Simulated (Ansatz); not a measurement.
The system is Cd.

```
CELL_PARAMETERS angstrom
1.60803 0.92840 2.44929
-1.60803 0.92840 2.44929
0.00000 -1.85679 2.44929
ATOMIC_POSITIONS crystal
Cd 0.00000 0.00000 0.00000
```

This isn't the form of Cd at room conditions, which is hcp.

```yaml
Program: Ansatz 0.2.0
Task: relaxation of cell and atoms
Functional: LDA
Potentials_or_basis: Ansatz NC or PseudoDojo by element
Cutoff: 1388 eV
Density_cutoff: 5551 eV
k_mesh: 10 × 10 × 10
Occupations: cold, width 0.05 eV
Spin: no spin polarisation
```

At the start: volume 21.94 Å³/atom.

How do energy, volume and symmetry change on relaxing?

Over 8 steps the energy falls by 27.7 meV/atom and the volume is 20.16 Å³/atom (-8.1 %); space group R-3m (No. 166, to 0.05 Å).

The path:
```tsv
step	energy change (eV)	largest force (eV/Å)	volume (Å³)
1	0.0000	0.0000	21.94
2	-0.0279	0.0000	19.96
3	-0.0282	0.0000	20.23
4	-0.0283	0.0000	20.20
5	-0.0283	0.0000	20.18
6	-0.0277	0.0000	20.18
7	-0.0278	0.0000	20.16
8	-0.0277	0.0000	20.16
```

Final structure:
```cif
data_structure
_symmetry_space_group_name_H-M 'P 1'
_symmetry_Int_Tables_number 1
_cell_length_a 2.9973
_cell_length_b 2.9973
_cell_length_c 2.9973
_cell_angle_alpha 62.639
_cell_angle_beta 62.639
_cell_angle_gamma 62.639
_cell_volume 20.16
loop_
_atom_site_label
_atom_site_type_symbol
_atom_site_fract_x
_atom_site_fract_y
_atom_site_fract_z
_atom_site_occupancy
Cd1 Cd 0.00000 0.00000 0.00000 1
```
